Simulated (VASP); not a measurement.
Set up this calculation in VASP 6.6.1, as the native input.

```yaml
Task: relaxation of cell and atoms
Functional: RPBE
Dispersion: D3(BJ)
Potentials_or_basis: VASP PAW PBE potentials, release 64 (Zn, S)
Cutoff: 600 eV
k_mesh: 8 × 8 × 2
Occupations: fermi-dirac, width 0.05 eV
Spin: no spin polarisation
Further_INCAR_settings: ALGO = Fast; EDIFF = 1e-06; IBRION = 2; EDIFFG = -0.01; NSW = 60; ISIF = 3
```

The structure of ZnS (Wurtzite-6H) lies in POSCAR:

```
ZnS
1.0
    3.8120000000      0.0000000000      0.0000000000
   -1.9060000000      3.3012888392      0.0000000000
    0.0000000000      0.0000000000     18.6899900000
Zn S
6 6
Direct
    0.3333333333      0.6666666667      0.8333300000
    0.6666666667      0.3333333333      0.3333300000
    0.6666666667      0.3333333333      0.6666700000
    0.3333333333      0.6666666667      0.1666700000
    0.0000000000      0.0000000000      0.5000000000
    0.0000000000      0.0000000000      0.0000000000
    0.3333333333      0.6666666667      0.9583300000
    0.6666666667      0.3333333333      0.4583300000
    0.6666666667      0.3333333333      0.7916700000
    0.3333333333      0.6666666667      0.2916700000
    0.0000000000      0.0000000000      0.6250000000
    0.0000000000      0.0000000000      0.1250000000
```

One way to write it, as run:

INCAR

```
SYSTEM = ZnS
PREC = Accurate
ENCUT = 600
EDIFF = 1E-6
ISMEAR = -1
SIGMA = 0.05
LREAL = .False.
LASPH = .True.
NELM = 60
ALGO = Fast
ISIF = 3
LWAVE = .False.
LCHARG = .False.
GGA = RP
IVDW = 12
IBRION = 2
NSW = 60
EDIFFG = -0.01
```

KPOINTS

```
regular mesh
0
Gamma
  8 8 2
  0 0 0
```

Potentials or basis: VASP PAW PBE potentials, release 64 (Zn, S).

Command:

```console
$ cat potpaw_PBE.64/Zn/POTCAR potpaw_PBE.64/S/POTCAR > POTCAR
$ mpirun -np 1 vasp_std > vasp.out
```

Results of the run:

```yaml
Relaxed_volume: 18.16 Å³/atom
Relaxed_cell: a = 3.717 Å, b = 3.717 Å, c = 18.217 Å, α = 90.00°, β = 90.00°, γ = 120.00°
Space_group_after_relaxing_to_0.05_Å: P6_3mc (No. 186)
Energy_gained_by_relaxing: 26.2 meV/atom
Ionic_steps: 6
Pressure_after_relaxing: 0.0 GPa
Largest_force_after_relaxing: 0.009 eV/Å
Band_gap_on_the_k_mesh: 2.68 eV, direct
Dispersion_energy_per_atom: -1.222 eV
```

Caveat: the PAW data sets were made with another functional, which shifts forces and pressure a little.

Run time: 24 min on 1 thread of Intel(R) Xeon(R) 6975P-C (Granite Rapids), with other jobs on the host, peak memory 0.55 GiB.
